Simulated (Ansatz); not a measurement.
**HgS (zincblende): the band gap by level of theory**

All numbers come from the plane-wave code Ansatz. No magnetic order and no zero-point or thermal motion.

Structure: HgS (zincblende), at its r2SCAN minimum. The symmetry is F-43m (No. 216, cubic); conventional cell a = 5.930 Å, 26.07 Å³ an atom. Around Hg lie 4 S at 2.57 Å; around S lie 4 Hg at 2.57 Å.

```cif
data_structure
_symmetry_space_group_name_H-M 'F-43m'
_symmetry_Int_Tables_number 216
_cell_length_a 5.9304
_cell_length_b 5.9304
_cell_length_c 5.9304
_cell_angle_alpha 90.000
_cell_angle_beta 90.000
_cell_angle_gamma 90.000
_cell_volume 208.57
loop_
_atom_site_label
_atom_site_type_symbol
_atom_site_symmetry_multiplicity
_atom_site_Wyckoff_symbol
_atom_site_fract_x
_atom_site_fract_y
_atom_site_fract_z
_atom_site_occupancy
Hg1 Hg 4 a 0.00000 0.00000 0.00000 1
S1 S 4 d 0.25000 0.25000 0.75000 1
```

Relaxed lattice by functional, symmetry kept:
```json
{"functional": "PBE", "k mesh": "8×8×8", "a (Å)": "5.992", "volume (Å³/atom)": "26.89"}
{"functional": "r2SCAN", "k mesh": "6×6×6", "a (Å)": "5.930", "volume (Å³/atom)": "26.07"}
```

On this one geometry the levels give:

| level | k mesh | gap (eV) | kind | edges | least direct gap (eV) | rough cost |
| --- | --- | --- | --- | --- | --- | --- |
| PBE | 8×8×8 | 0 | – | – | – | 5 core-seconds |
| PBE+SOC | 8×8×8 | 0.10 | direct | Γ | 0.10 | 14 core-seconds |
| r2SCAN | 8×8×8 | 0 | – | – | – | 8 core-seconds |
| HSE06 | 6×6×6 | 0.36 | direct | Γ | 0.36 | 110 core-seconds |

All runs use a smearing of 0.02 eV.
Wave cutoffs: 420 eV, 500 eV (r2SCAN). Gaps under 0.1 eV (PBE+SOC) can't be told from a closed one: the bands may be in normal order or already inverted, which a gap's size doesn't show.
Costs come from shared machines and give only the order; PBE's includes the band path. The runs had 2 threads of Arm Neoverse V1, on a shared host.

HSE06 gives a direct gap of 0.36 eV at Γ. With PBE+SOC the gap is 0.10 eV and direct, at Γ. With so small a gap spin-orbit coupling can invert the bands, which the size of the gap doesn't show: the edges may have crossed and parted again.

The levels disagree on the kind of gap: direct with PBE+SOC, HSE06; zero gap with PBE, r2SCAN.

Only the levels marked +SOC include spin-orbit coupling.

The meshes of the hybrids are coarse, so their gaps aren't converged to the digits shown.
